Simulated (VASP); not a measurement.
Runs of VASP 6.6.1 on Pd. Symmetry: Im-3m, No. 229, cubic system. Conventional cell: a = 3.086 Å, b = 3.086 Å, c = 3.086 Å, α = 90.00°, β = 90.00°, γ = 90.00°. Around Pd (site symmetry m-3m) lie 8 Pd at 2.67 Å. This isn't the form of Pd at room conditions, which is fcc.

```tsv
task	level	potentials or basis	cell	k mesh	cutoff (eV)	mesh quality	gap on the mesh (eV)	pressure (GPa)	relaxed volume (Å³/atom)
relaxation of cell and atoms	PBEsol	VASP PAW PBE potentials, release 64 (Pd)	relaxed	18 × 18 × 18	300	not flagged	none	0.0	14.61
relaxation of cell and atoms	PBE	VASP PAW PBE potentials, release 64 (Pd)	relaxed	18 × 18 × 18	600	not flagged	none	0.0	15.40
relaxation of cell and atoms	LDA	VASP PAW LDA potentials, release 64 (Pd)	relaxed	18 × 18 × 18	600	not flagged	none	0.0	(b)
relaxation of cell and atoms	RPBE	VASP PAW PBE potentials, release 64 (Pd)	relaxed	18 × 18 × 18	600	not flagged	none	0.0	15.86
relaxation of cell and atoms	PBEsol	VASP PAW PBE potentials, release 64 (Pd)	relaxed	6 × 6 × 6	600	coarse	none	0.0	14.59
relaxation of cell and atoms	PBEsol	VASP PAW PBE potentials, release 64 (Pd)	relaxed	18 × 18 × 18	600	not flagged	none	0.0	14.63
relaxation of cell and atoms	PBEsol	VASP PAW PBE potentials, release 64 (Pd)	relaxed	18 × 18 × 18	580	not flagged	none	0.0	14.63
single point	PBEsol	VASP PAW PBE potentials, release 64 (Pd)	as given	18 × 18 × 18	520	not flagged	none	-0.9	-
relaxation of cell and atoms	PBE+D3(BJ)	VASP PAW PBE potentials, release 64 (Pd)	relaxed	18 × 18 × 18	600	not flagged	none	0.0	(a)
```

Alike in all rows: no spin polarisation; smearing gaussian 0.1 eV.

Question: Fill in the values left out.

Answer: (a) 14.79; (b) 14.26.

Caveats: some runs use coarse meshes; the PAW data sets were made with another functional, which shifts forces and pressure a little (some runs); the cutoff is under 1.25 times the usual one of these potentials, so pressure, stress and relaxed cells hold a basis-set (Pulay) error (some runs); pairwise dispersion overbinds metals, which lowers pressure and volume (some runs).

A k mesh can miss the band edges, and the runs leave out spin-orbit coupling on Pd.

A gap of «none» marks a metal or a gap under the smearing width.

Not every run made on this cell is shown here.
